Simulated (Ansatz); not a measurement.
A decomposition energy, worked out: Sn4Se

The calculation used Ansatz, DFT PBE, scalar-relativistic, plane waves, PAW. Settings: cutoff 420 eV, Γ-centred meshes spaced at most about 0.3 Å⁻¹, and about 0.25 Å⁻¹ or finer for metals (2π included), Gaussian smearing. No spin polarisation.

Formation energies are uncorrected and refer to the elements' standard structures at the same level. The references include grey tin.

Temperature and zero-point effects are left out. Weakly bound directions are ill-defined at this level, which has no dispersion term (SnSe Pnma). The reference form of Se is held partly by dispersion forces, which this level lacks.

A trial structure of Sn4Se (reached from: random cell; relaxed: space group Pm-3m (No. 221), a = 5.547 Å) has a formation energy of 0.333 eV/atom. At its composition the lowest mixture among the elements and 2 reference phases computed alike (others may be missing) consists of these:

| phase | source | ΔE_f (eV/atom) |
| --- | --- | --- |
| Sn (solid) | element | 0.000 |
| SnSe (Pnma) | Materials Project | -0.438 |

Problem. Write the balanced decomposition and find its energy per atom, per formula unit and per mole of formula units.

Solution. Balancing Sn and Se gives Sn4Se → 3 Sn + SnSe. The left side holds 5 atoms, and the products take 3/5 (Sn) and 2/5 (SnSe) of them. The mixture therefore lies at 3/5 × (0.000) + 2/5 × (-0.438) = -0.175 eV/atom. The reaction energy is -0.175 − (0.333) = -0.508 eV/atom. Times 5 atoms that is -2.540 eV per Sn4Se, and times 96.485 it is -245 kJ per mole of Sn4Se. Decomposition is downhill, so the trial structure is unstable against this mixture.
